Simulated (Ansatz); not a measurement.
## AlCu₃: moving Al off its site

AlCu₃, Pm-3m, a = 3.632 Å. The structure is a Materials Project entry; whether it is the stable form wasn't checked. Ansatz: PBEsol, PAW, 420 eV, Γ-centred 14×14×14 mesh on 4 atoms, Gaussian smearing 0.15 eV; no spin polarisation.

```yaml
crystal:
  lattice:
    - [3.63187, 0.00000, 0.00000]
    - [0.00000, 3.63187, 0.00000]
    - [0.00000, 0.00000, 3.63187]
  atoms:
    - { symbol: Al, position: [0.00000, 0.00000, 0.00000] }
    - { symbol: Cu, position: [0.50000, 0.50000, 0.00000] }
    - { symbol: Cu, position: [0.50000, 0.00000, 0.50000] }
    - { symbol: Cu, position: [0.00000, 0.50000, 0.50000] }
```

Atom 1 (Al) moves by x along the unit vector (-1.000, 0.000, 0.000), with its periodic images; all else is held. y is the free energy of the cell over the start, F the force along the path summed over the moved atoms. Symmetry makes y even in x.

| x (Å) | y (meV) | F (eV/Å) |
| --- | --- | --- |
| -0.3000 | ? | ? |
| -0.1500 | 82.7 | 1.11 |
| 0.0000 | 0.0 | 0.00 |
| 0.0375 | 5.1 | -0.27 |
| 0.0750 | 20.6 | -0.55 |
| 0.1125 | 46.4 | -0.83 |
| 0.1875 | 129.7 | -1.40 |
| 0.2250 | 187.5 | -1.69 |
| 0.2625 | 256.5 | -1.99 |

Problem. Fit y = c2 x² + c4 x⁴ to the energies of the other rows, give the force constant, and predict energy and force of the missing row.

Solution. Least squares on the rows shown. y = 3653.5 x² + 999.43 x⁴. The force constant is 2 c2 = 7.31 eV/Å² (for all images moving together, not for a lone atom). The force −dy/dx at the missing row is 2.30 eV/Å (computed 2.30). At x = -0.3000 the fit asked for gives 336.9 meV. The run gave 336.9 meV, the same to the digits shown.

The energy rises steadily on both sides of the ideal site, so Al sits in a single well along this cubic axis, with no tendency to move off-centre. The well is almost harmonic: the quartic term adds only a little even at the largest displacement, and the agreement at the withheld point, just outside the fitted range, suggests that higher orders are still negligible there.

The restoring force reflects the close-packed cage of Cu around Al. A shift shortens some Al–Cu contacts and lengthens the opposite ones. Inversion symmetry cancels the odd terms, while the steep short-range repulsion on the compressed side probably outweighs the softening on the stretched side, which gives the positive quartic term. The cubic site symmetry makes the force constant of 7.31 eV/Å² the same for every direction of displacement, but the quartic term may differ between directions. The force constant doesn't by itself give an optical phonon frequency, since in the true zone-centre modes the Cu atoms move as well and couple to Al.
